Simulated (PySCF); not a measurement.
Numbering as in the mapped SMILES `[CH2:1]1[CH2:2][CH2:3][NH:4][CH2:5]1`. Hydrogens are named by the atom that carries them.

GIAO shifts from PySCF 2.14.0 with density-fitted response routines on PBE0-D3(BJ)/def2-TZVP geometries (one conformer, non-relativistic, equivalent nuclei averaged), against TMS at the same level and in the same medium; PCM means IEF-PCM chloroform.

Measured (solution, CDCl3, 298 K; Fulmer et al., Organometallics 2010, 29, 2176): C3/C5 46.9, C1/C2 25.6, H(C3)/H(C5) 2.87, H(C1)/H(C2) 1.68 ppm.

Which unscaled values do B97-2/pcSseg-2, gas; WP04/pcSseg-2, PCM; wB97X-D/pcSseg-2, PCM give, and how close are they?

Results:


```
      atoms  measured  B97-2/pcSseg-2, gas  WP04/pcSseg-2, PCM  wB97X-D/pcSseg-2, PCM
      C3/C5      46.9                 53.5                56.2                   53.6
      C1/C2      25.6                 29.3                32.3                   29.3
H(C3)/H(C5)      2.87                 2.83                2.74                   2.82
H(C1)/H(C2)      1.68                 1.58                1.61                   1.61
```

Mean absolute error for $^{13}$C: B97-2/pcSseg-2, gas 5.2, WP04/pcSseg-2, PCM 8.0, wB97X-D/pcSseg-2, PCM 5.2 ppm.

Mean absolute error for $^{1}$H: B97-2/pcSseg-2, gas 0.07, WP04/pcSseg-2, PCM 0.10, wB97X-D/pcSseg-2, PCM 0.06 ppm.
